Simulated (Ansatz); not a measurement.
**hcp against fcc along group 11 and 12**

Theory: DFT, RPBE, plane waves (420 eV) with PAW, scalar-relativistic (Ansatz 0.2.0). (PAW data from PBE, frozen cores regenerated.)

Each structure is relaxed within its symmetry, in the lowest magnetic state of the tried starts. Differences under about 8 meV lie within the error of the k-point mesh.

```
element  E(hcp) − E(fcc) (meV/atom)  V(hcp) (Å³/atom)  V(fcc) (Å³/atom)       state of hcp       state of fcc
     Cu                           9             12.42             12.38  spin not included  spin not included
     Ag                           0             18.75             18.69  spin not included  spin not included
     Au                           5             18.52             18.49  spin not included  spin not included
     Zn                         -23             15.86             15.89  spin not included  spin not included
     Cd                           ?                 ?                 ?                  ?                  ?
```

Fill in the row of Cd.

E(hcp) − E(fcc) (meV/atom): -2; V(hcp) (Å³/atom): 24.54; V(fcc) (Å³/atom): 24.43; state of hcp: spin not included; state of fcc: spin not included.
